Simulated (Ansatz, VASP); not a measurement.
# One calculation of Pd, two programs

```
CELL_PARAMETERS angstrom
0.00000 1.97049 1.97049
1.97049 0.00000 1.97049
1.97049 1.97049 0.00000
ATOMIC_POSITIONS crystal
Pd 0.00000 0.00000 0.00000
```

Change from the starting cell: volume scaled by 1.04.

Alike in both runs: task single point; functional PBEsol; k mesh 18 × 18 × 18; occupations fermi-dirac, width 0.05 eV; no spin polarisation.

|  | VASP | Ansatz |
| --- | --- | --- |
| version | VASP 6.6.1 | Ansatz 0.2.0 |
| potentials or method | VASP PAW PBE potentials, release 64 (Pd), cutoff 520 eV | all-electron LAPW, scalar-relativistic |

```tsv
	VASP	Ansatz	Ansatz less VASP
pressure (GPa)	-9.2	-9.0	+0.21
```

Ansatz ran all-electron here, so the differences hold the error of VASP's frozen core and of both bases.

Caveats: the PAW data sets were made with another functional, which shifts forces and pressure a little (VASP).
